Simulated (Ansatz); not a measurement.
SnO:

```xyz
2
Lattice="3.1319 0.0000 0.0000 0.0000 3.1319 0.0000 0.0000 0.0000 3.1319" Properties=species:S:1:pos:R:3 pbc="T T T"
Sn    0.0000    0.0000    0.0000
O     1.5660    1.5660    1.5660
```

The cell was built by a generator and needn't be a form met in nature.

```yaml
Program: Ansatz 0.2.0
Task: single point
Functional: PBE
Potentials_or_basis: Ansatz PAW
Cutoff: "420 eV (not typed: the program's choice for these potentials)"
k_mesh: 9 × 9 × 9
Occupations: fermi-dirac, width 0.05 eV
Spin: no spin polarisation
```

On this cell: pressure 0.0 GPa; largest force zero by symmetry; band gap on the k mesh 0.48 eV, indirect (least direct gap 0.92 eV).

The same run follows on a disturbed copy (atoms moved at random, drawn with an rms of 0.05 Å):

```
CELL_PARAMETERS angstrom
3.13193 0.00000 0.00000
0.00000 3.13193 0.00000
0.00000 0.00000 3.13193
ATOMIC_POSITIONS crystal
Sn 0.01028 0.99187 0.99583
O 0.49555 0.51364 0.50290
```

Problem. What changes?

Solution. The energy moves by -6.7 meV/atom; pressure 0.1 GPa; largest force 0.311 eV/Å; band gap on the k mesh 0.48 eV, indirect (least direct gap 0.91 eV).

Forces on the atoms (eV/Å):
```
Sn   0.169 -0.249 -0.081
O   -0.169  0.249  0.081
```

Stress tensor (GPa, compression positive):
```
 0.05  0.06  0.02
 0.06  0.14 -0.03
 0.02 -0.03 -0.01
```

The energy falls, though the first cell shows no forces: that form is unstable against this distortion, unless noise or another electronic state is at work.

Caveats: odd divisions of the mesh miss points on the zone boundary, where band edges often lie, so the gap on the mesh can be too wide; spin-orbit coupling is left out, which moves the levels of the heavy elements.

A k mesh can miss the band edges.
